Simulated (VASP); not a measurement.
# PtSe2 (C2/m) in VASP: notebook

The runs below take PtSe2 through single point, with PBEsol+U.

Everything below comes from runs of VASP 6.6.1. Logs are shortened: lines on timing, memory, paths and dates and some standing lists are left out, and cuts for length are marked.

**1. The crystal as given**

It takes space group C2/m (No. 12, monoclinic). The conventional cell has a = 6.560 Å, b = 4.022 Å, c = 4.626 Å, α = 90.00°, β = 90.04°, γ = 90.00°. Around Pt (site symmetry 2/m) lie 6 Se at 2.45 to 2.71 Å. Se (site symmetry m) has 3 Pt at 2.45 to 2.71 Å as nearest neighbours.

The cell was built by a generator and isn't the measured one.

**2. Single point, PBEsol+U, collinear spin, ferromagnetic start**

INCAR

```
PREC = Accurate ; ENCUT = 520
EDIFF = 1E-6 ; ISMEAR = 0
SIGMA = 0.05 ; LREAL = False
LASPH = True ; NELM = 60
ALGO = Normal ; ISIF = 2
LWAVE = False ; LCHARG = False
ISPIN = 2 ; MAGMOM = 0.5 0 0
LORBIT = 11 ; LMAXMIX = 4
LDAU = True ; LDAUTYPE = 2
LDAUL = 2 -1 ; LDAUU = 6 0
LDAUJ = 0 0 ; LDAUPRINT = 1
GGA = PS
```

KPOINTS

```
Automatic mesh
0
Gamma
  6 6 4
```

POSCAR

```
PtSe2
1.0
    3.2802082100     -2.0108328800      0.0000000000
    3.2802082100      2.0108328800      0.0000000000
   -0.0032294100      0.0000000000      4.6257814300
Pt Se
1 2
Direct
    0.0000000000      0.0000000000      0.0000000000
    0.6879000000      0.6879000000      0.2889000000
    0.3121000000      0.3121000000      0.7111000000
```

Potentials or basis: VASP PAW PBE potentials, release 64 (Pt, Se).

On the command line:

```sh
$ cat potpaw_PBE.64/Pt/POTCAR potpaw_PBE.64/Se/POTCAR > POTCAR
$ mpirun -np 1 vasp_std > vasp.out
```

OUTCAR:

```text
PREC = Accurate
   ENCUT = 520
   EDIFF = 1E-6
   ISMEAR = 0
   LREAL = False
   LASPH = True
   NELM = 60
   ISIF = 2
   ISPIN = 2
   LORBIT = 11
   GGA = PS

 ion  position               nearest neighbor table
   1  0.000  0.000  0.000-   2 2.45   3 2.45   2 2.71   2 2.71   3 2.71   3 2.71
   2  0.688  0.688  0.289-   1 2.45   1 2.71   1 2.71
   3  0.312  0.312  0.711-   1 2.45   1 2.71   1 2.71

  LATTYP: Found a base centered monoclinic cell.
 ALAT       =     6.5604164200
 B/A-ratio  =     0.6130198912
 C/A-ratio  =     0.7051050210
 COS(beta)  =    -0.0006981327

  Lattice vectors:

 A1 = (   3.2802082100,  -2.0108328800,   0.0000000000)
 A2 = (   3.2802082100,   2.0108328800,   0.0000000000)
 A3 = (  -0.0032294100,   0.0000000000,   4.6257814300)

Analysis of symmetry for initial positions (statically):
=====================================================================
 Subroutine PRICEL returns:
 Original cell was already a primitive cell.

 Routine SETGRP: Setting up the symmetry group for a
 base centered monoclinic supercell.

 Subroutine GETGRP returns: Found  4 space group operations
 (whereof  4 operations were pure point group operations)
 out of a pool of  4 trial point group operations.

The static configuration has the point symmetry C_2h.

Analysis of symmetry for dynamics (positions and initial velocities):
=====================================================================
 Subroutine PRICEL returns:
 Original cell was already a primitive cell.

 Routine SETGRP: Setting up the symmetry group for a
 base centered monoclinic supercell.

 Subroutine GETGRP returns: Found  4 space group operations
 (whereof  4 operations were pure point group operations)
 out of a pool of  4 trial point group operations.

The dynamic configuration has the point symmetry C_2h.

Analysis of structural, dynamic, and magnetic symmetry:
=====================================================================
 Subroutine PRICEL returns:
 Original cell was already a primitive cell.

 Routine SETGRP: Setting up the symmetry group for a
 base centered monoclinic supercell.

 Subroutine GETGRP returns: Found  4 space group operations
 (whereof  4 operations were pure point group operations)
 out of a pool of  4 trial point group operations.

The overall configuration has the point symmetry C_2h.

 Subroutine INISYM returns: Found  4 space group operations
 (whereof  4 operations are pure point group operations),
 and found     1 'primitive' translations

----------------------------------------------------------------------------------------

                                     Primitive cell

  volume of cell :      61.0229

  direct lattice vectors                    reciprocal lattice vectors
     3.280208210 -2.010832880  0.000000000     0.152429348 -0.248653185  0.000106416
     3.280208210  2.010832880  0.000000000     0.152429348  0.248653185  0.000106416
    -0.003229410  0.000000000  4.625781430     0.000000000  0.000000000  0.216179691

  length of vectors
     3.847494610  3.847494610  4.625782557     0.291655831  0.291655831  0.216179691

  position of ions in fractional coordinates (direct lattice)
     0.000000000  0.000000000  0.000000000
     0.687900000  0.687900000  0.288900000
     0.312100000  0.312100000  0.711100000

  ion indices of the primitive-cell ions
   primitive index   ion index
                 1           1
                 2           2
                 3           3

----------------------------------------------------------------------------------------

 KPOINTS: Automatic mesh

Automatic generation of k-mesh.
 Grid dimensions read from file:
 generate k-points for:    6    6    4

 Generating k-lattice:

  Cartesian coordinates                     Fractional coordinates (reciprocal lattice)
     0.025404891 -0.041442197  0.000017736     0.166666667 -0.000000000  0.000000000
     0.025404891  0.041442197  0.000017736    -0.000000000  0.166666667  0.000000000
     0.000000000  0.000000000  0.054044923     0.000000000  0.000000000  0.250000000

  Length of vectors
     0.048609305  0.048609305  0.054044923

  Shift w.r.t. Gamma in fractional coordinates (k-lattice)
     0.000000000  0.000000000  0.000000000

 Subroutine IBZKPT returns following result:
 ===========================================

 Found     47 irreducible k-points:

[... 41 lines left out ...]
   LSORBIT =      F    spin-orbit coupling
   LASPH  =      T    aspherical Exc in radial PAW
   ENCUT  =  520.0 eV  38.22 Ry    6.18 a.u.   7.15  7.15  8.60*2*pi/ulx,y,z
   NELM   =     60;   NELMIN=  2; NELMDL= -5     # of ELM steps
   EDIFF  = 0.1E-05   stopping-criterion for ELM
   LREAL  =      F    real-space projection
   EDIFFG = 0.1E-04   stopping-criterion for IOM
   NSW    =      0    number of steps for IOM
   IBRION =     -1    ionic relax: 0-MD 1-quasi-New 2-CG
   NFREE  =      0    steps in history (QN), initial steepest desc. (CG)
   ISIF   =      2    stress and relaxation
   ISYM   =      2    0-nonsym 1-usesym 2-fastsym
   POTIM  = 0.5000    time-step for ionic-motion
   TEBEG  =    0.0;   TEEND  =   0.0 temperature during run
   PSTRESS=    0.0 pullay stress
   NELECT =      22.0000    total number of electrons
   NUPDOWN=      -1.0000    fix difference up-down
   EMIN   =  10.00;   EMAX   =-10.00  energy-range for DOS
   EFERMI =   0.00;   METHOD = LEGACY
   ISMEAR =     0;   SIGMA  =   0.05  broadening in eV -4-tet -1-fermi 0-gaus
   EFERMI_NEDOS =   21; number of points for ismear=-14 and -15
   IALGO  =     38    algorithm
   IMIX   =      4    mixing-type and parameters
     AMIX     =   0.40;   BMIX     =  1.00
     AMIX_MAG =   1.60;   BMIX_MAG =  1.00
  volume/ion in A,a.u.               =      20.34       137.27
  Fermi-wavevector in a.u.,A,eV,Ry     =   1.165158  2.201830 18.471183  1.357594
  Thomas-Fermi vector in A             =   2.301687
   LORBIT       =     11    0 simple, 1 ext, 2 COOP (PROOUT), +10 PAW based schemes
 LDA+U is selected, type is set to LDAUTYPE =  2
   angular momentum for each species LDAUL =     2   -1
   U (eV)           for each species LDAUU =   6.0  0.0
   J (eV)           for each species LDAUJ =   0.0  0.0
   GGA     = PS    functional components
   LHFCALC =     F    Hartree Fock is set to
   AEXX    =    0.0000 exact exchange contribution
   IVDW    =     0    specifies the selected vdW correction
   LEPSILON=     F    determine dielectric tensor
   LRPA    =     F    only Hartree local field effects (RPA)
 spin polarized calculation
 Gauss-broadening in eV      SIGMA  =   0.05
  energy-cutoff  :      520.00
  volume of cell :       61.02
 maximum number of plane-waves:      1668
 NGX is ok and might be reduce to    30
   NGX = 15   NGY = 15   NGZ = 17

 number of electron      22.0000000 magnetization       0.0999184

 Free energy of the ion-electron system (eV)
  ---------------------------------------------------
  ext. energy  EPLUGINS =         0.00000000
  ---------------------------------------------------
  free energy    TOTEN  =       -11.47364407 eV

  energy without entropy =      -11.47154963  energy(sigma->0) =      -11.47259685

atom =   1  type =  1  l = 2

 onsite density matrix

spin component  1

  0.8790 -0.0740  0.0000  0.0000  0.0000
 -0.0740  0.8480  0.0000  0.0000  0.0000
  0.0000  0.0000  0.9375  0.0104 -0.0062
  0.0000  0.0000  0.0104  0.7904  0.1086
  0.0000  0.0000 -0.0062  0.1086  0.8581

spin component  2

  0.8790 -0.0740  0.0000  0.0000  0.0000
 -0.0740  0.8480  0.0000  0.0000  0.0000
  0.0000  0.0000  0.9374  0.0104 -0.0062
  0.0000  0.0000  0.0104  0.7902  0.1087
  0.0000  0.0000 -0.0062  0.1087  0.8580

 occupancies and eigenvectors

  o =  0.7097  v =  0.0000  0.0000  0.0000  0.0000  0.0000  0.0000  0.0000  0.0528 -0.8046  0.5915      0.0000  0.0000  0.0000  0.0000  0.0000  0.0000  0.0000  0.0000  0.0000  0.0000
  o =  0.7099  v =  0.0000  0.0000  0.0529 -0.8045  0.5916  0.0000  0.0000  0.0000  0.0000  0.0000      0.0000  0.0000  0.0000  0.0000  0.0000  0.0000  0.0000  0.0000  0.0000  0.0000
  o =  0.7879  v =  0.0000  0.0000  0.0000  0.0000  0.0000 -0.6304 -0.7762  0.0000  0.0000  0.0000      0.0000  0.0000  0.0000  0.0000  0.0000  0.0000  0.0000  0.0000  0.0000  0.0000
  o =  0.7879  v = -0.6305 -0.7762  0.0000  0.0000  0.0000  0.0000  0.0000  0.0000  0.0000  0.0000      0.0000  0.0000  0.0000  0.0000  0.0000  0.0000  0.0000  0.0000  0.0000  0.0000
  o =  0.9368  v =  0.0000  0.0000  0.0000  0.0000  0.0000  0.0000  0.0000 -0.6885  0.3997  0.6052      0.0000  0.0000  0.0000  0.0000  0.0000  0.0000  0.0000  0.0000  0.0000  0.0000
  o =  0.9369  v =  0.0000  0.0000 -0.6894  0.3992  0.6045  0.0000  0.0000  0.0000  0.0000  0.0000      0.0000  0.0000  0.0000  0.0000  0.0000  0.0000  0.0000  0.0000  0.0000  0.0000
  o =  0.9390  v =  0.0000  0.0000  0.0000  0.0000  0.0000 -0.7762  0.6304  0.0000  0.0000  0.0000      0.0000  0.0000  0.0000  0.0000  0.0000  0.0000  0.0000  0.0000  0.0000  0.0000
  o =  0.9391  v = -0.7762  0.6305  0.0000  0.0000  0.0000  0.0000  0.0000  0.0000  0.0000  0.0000      0.0000  0.0000  0.0000  0.0000  0.0000  0.0000  0.0000  0.0000  0.0000  0.0000
  o =  0.9392  v =  0.0000  0.0000  0.0000  0.0000  0.0000  0.0000  0.0000 -0.7233 -0.4392 -0.5328      0.0000  0.0000  0.0000  0.0000  0.0000  0.0000  0.0000  0.0000  0.0000  0.0000
  o =  0.9392  v =  0.0000  0.0000 -0.7225 -0.4398 -0.5335  0.0000  0.0000  0.0000  0.0000  0.0000      0.0000  0.0000  0.0000  0.0000  0.0000  0.0000  0.0000  0.0000  0.0000  0.0000

 number of electron      22.0000000 magnetization       0.0001895

 Free energy of the ion-electron system (eV)
  ---------------------------------------------------
  ext. energy  EPLUGINS =         0.00000000
  ---------------------------------------------------
  free energy    TOTEN  =       -11.55048372 eV

  energy without entropy =      -11.54857955  energy(sigma->0) =      -11.54953163

 E-fermi :   5.6530     XC(G=0): -10.8763

 val. band max:        5.6491026178   @ k =   0.5000   0.0000   0.5000
 cond. band min:       5.6571289773   @ k =  -0.3333   0.3333   0.0000
 fundamental gap:      0.0080263595
 Fermi energy:         5.6530056436

 spin component 1

 k-point     1 :       0.0000    0.0000    0.0000
  band No.  band energies     occupation
      1      -9.4581      1.00000
      2      -6.1552      1.00000
      3      -1.1335      1.00000
      4      -0.3403      1.00000
      5      -0.0088      1.00000
      6       1.3361      1.00000
      7       1.4680      1.00000
      8       2.8604      1.00000
      9       4.7178      1.00000
     10       5.4494      1.00000
     11       5.5486      0.99843
     12       6.4318      0.00000
[... 841 lines left out ...]
      4       0.0845      1.00000
      5       0.4603      1.00000
      6       0.7420      1.00000
      7       1.5547      1.00000
      8       1.9269      1.00000
      9       3.4305      1.00000
     10       3.9064      1.00000
     11       4.7083      1.00000
     12       6.2968      0.00000
     13       7.8447      0.00000
     14      10.7730      0.00000
     15      12.4640      0.00000

 [... further k-points ...]

------------------------ aborting loop because EDIFF is reached ----------------------------------------

  FORCE on cell =-STRESS in cart. coord.  units (eV):
  Direction    XX          YY          ZZ          XY          YZ          ZX
  --------------------------------------------------------------------------------------
  -------------------------------------------------------------------------------------
  Total       -2.7378471     -6.0300112     -2.6258972      0.0000000      0.0000000     -1.7019190
  in kB      -71.8831790   -158.3201565    -68.9438933      0.0000000      0.0000000    -44.6845063
  external PRESSURE =     -99.7157429 kB  Pullay stress =       0.0000000 kB

 VOLUME and BASIS-vectors are now :
 -----------------------------------------------------------------------------
  energy-cutoff  :      520.00
  volume of cell :       61.02
      direct lattice vectors                 reciprocal lattice vectors
     3.280208210 -2.010832880  0.000000000     0.152429348 -0.248653185  0.000106416
     3.280208210  2.010832880  0.000000000     0.152429348  0.248653185  0.000106416
    -0.003229410  0.000000000  4.625781430     0.000000000  0.000000000  0.216179691

 POSITION                                       TOTAL-FORCE (eV/Angst)
 -----------------------------------------------------------------------------------
      0.00000      0.00000      0.00000        -0.000000     -0.000000      0.000000
      4.51198      0.00000      1.33639        -0.423882      0.000000     -0.951098
      2.04521      0.00000      3.28939         0.423882      0.000000      0.951098
 -----------------------------------------------------------------------------------
    total drift:                                0.000000      0.000000      0.000000

  FREE ENERGIE OF THE ION-ELECTRON SYSTEM (eV)
  ---------------------------------------------------
  free  energy   TOTEN  =       -11.5504837165 eV

  energy  without entropy=      -11.5485795516  energy(sigma->0) =      -11.54953163

 total charge

# of ion       s       p       d       tot
------------------------------------------
    1        0.588   0.497   8.560   9.645
    2        1.500   2.123   0.060   3.684
    3        1.500   2.123   0.060   3.684
--------------------------------------------------
tot          3.588   4.744   8.680  17.013

 magnetization (x)

# of ion       s       p       d       tot
------------------------------------------
    1        0.000  -0.000   0.000   0.000
    2        0.000  -0.000   0.000  -0.000
    3        0.000  -0.000   0.000  -0.000
--------------------------------------------------
tot          0.000  -0.000   0.000   0.000
```

Run time: 79 s. Hardware: 1 thread of Intel Xeon Platinum 8375C at 2.90GHz (Ice Lake), shared host; peak memory 0.24 GiB.

What came out:

```yaml
Free_energy: -11.5505 eV
Pressure: -10.0 GPa
Largest_force: 1.041 eV/Å
Band_gap_on_the_k_mesh: none (metal or under the smearing width)
Net_moment: 0.00 μB per cell
Valence_electrons_inside_the_program's_atomic_spheres: Pt 9.64; Se 3.68
```

Forces in eV/Å, atoms in the order of the input:
```
Pt   0.000  0.000  0.000
Se  -0.424  0.000 -0.951
Se   0.424  0.000  0.951
```

Levels at points of the mesh, in eV from the Fermi level:
Spin up:
```tsv
k point	band 9	band 10	band 11	band 12	band 13	band 14
(0.00, 0.00, 0.00)	-0.94	-0.20	-0.10	0.78	1.00	3.92
(0.50, 0.00, 0.00)	-3.27	-2.91	-2.37	0.02	2.66	5.72
(0.50, 0.50, 0.00)	-3.61	-2.77	-2.18	1.01	2.26	5.05
(0.00, 0.00, 0.50)	-2.12	-2.01	-1.45	2.08	2.34	5.50
(0.50, 0.00, 0.50)	-3.35	-1.69	0.00	0.16	1.81	5.04
(0.50, 0.50, 0.50)	-3.26	-1.84	-1.33	-0.48	1.11	6.10
```
Spin down:
| k point | band 9 | band 10 | band 11 | band 12 | band 13 | band 14 |
| --- | --- | --- | --- | --- | --- | --- |
| (0.00, 0.00, 0.00) | -0.94 | -0.20 | -0.10 | 0.78 | 1.00 | 3.92 |
| (0.50, 0.00, 0.00) | -3.27 | -2.91 | -2.37 | 0.02 | 2.66 | 5.72 |
| (0.50, 0.50, 0.00) | -3.61 | -2.77 | -2.18 | 1.01 | 2.26 | 5.05 |
| (0.00, 0.00, 0.50) | -2.12 | -2.01 | -1.45 | 2.08 | 2.34 | 5.50 |
| (0.50, 0.00, 0.50) | -3.35 | -1.69 | 0.00 | 0.16 | 1.81 | 5.04 |
| (0.50, 0.50, 0.50) | -3.26 | -1.84 | -1.33 | -0.48 | 1.11 | 6.10 |

Eigenvalues of the final occupation matrices:
```
    site  spin  trace               eigenvalues
site 1 d     1   4.31  0.71 0.79 0.94 0.94 0.94
site 1 d     2   4.31  0.71 0.79 0.94 0.94 0.94
```

Caveat: the PAW data sets were made with another functional, which shifts forces and pressure a little. The state reached can hang on the start; a lower one may exist.

(Continued in part 2 of 2.)
